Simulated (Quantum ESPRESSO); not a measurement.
Pb and the effect of spin-orbit coupling

```cif
data_structure
_symmetry_space_group_name_H-M 'Im-3m'
_symmetry_Int_Tables_number 229
_cell_length_a 3.9593
_cell_length_b 3.9593
_cell_length_c 3.9593
_cell_angle_alpha 90.000
_cell_angle_beta 90.000
_cell_angle_gamma 90.000
_cell_volume 62.07
loop_
_atom_site_label
_atom_site_type_symbol
_atom_site_symmetry_multiplicity
_atom_site_Wyckoff_symbol
_atom_site_fract_x
_atom_site_fract_y
_atom_site_fract_z
_atom_site_occupancy
Pb1 Pb 2 a 0.00000 0.00000 0.00000 1
```

This isn't the form of Pb at room conditions, which is fcc.

Kept alike: task band structure; functional PBEsol; k mesh 9 × 9 × 9; occupations fermi-dirac, width 0.05 eV. Program: Quantum ESPRESSO, potentials by row: PseudoDojo 0.4.1 SR PBEsol standard (off); PseudoDojo 0.4 FR PBEsol standard (on), cutoff 762 eV. The mesh is that of the run's cell of 1 atom.

| spin-orbit coupling | pressure (GPa) |
| --- | --- |
| off | -1.93 |
| on | -1.00 |

Pressure is positive in compression; the values hold the error of the finite cutoff, so their zero can differ a little from the energy's minimum. For a metal such a mesh leaves the last digits unconverged.

Q: What does spin-orbit coupling change here?

A: The pressure runs from -1.93 (off) to -1.00 GPa (on).
